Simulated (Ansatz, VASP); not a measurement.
One calculation of Ru, two programs

```xyz
1
Lattice="-0.0667 1.8479 1.8479 1.8479 -0.0667 1.8479 1.8479 1.8479 -0.0667" Properties=species:S:1:pos:R:3 pbc="T T T"
Ru    0.0000    0.0000    0.0000
```

Change from the starting cell: equal engineering shear yz, xz and xy -0.0350, equal normal strain along x, y and z -0.0125.

Alike in both runs: task single point; functional PBE; k mesh 20 × 20 × 20; occupations gaussian, width 0.15 eV; no spin polarisation.

|  | VASP | Ansatz |
| --- | --- | --- |
| version | VASP 6.6.1 | Ansatz 0.2.0 |
| potentials or method | VASP PAW PBE potentials, release 64 (Ru_pv) | scalar-relativistic, plane waves, PAW |
| plane-wave cutoff (eV) | 520 | 420 |
| valence electrons in the cell | 14 | 16 |

|  | VASP | Ansatz | Ansatz less VASP |
| --- | --- | --- | --- |
| gap on the k mesh at the Fermi level (eV) | none | none | - |
| pressure (GPa) | 14.4 | 14.5 | +0.09 |
| largest component of the traceless stress (GPa) | 9.83 | 9.84 | +0.005 |

A gap of «none» marks a metal or a gap that the smearing closes. The two sets of potentials don't hold the same shells in valence.
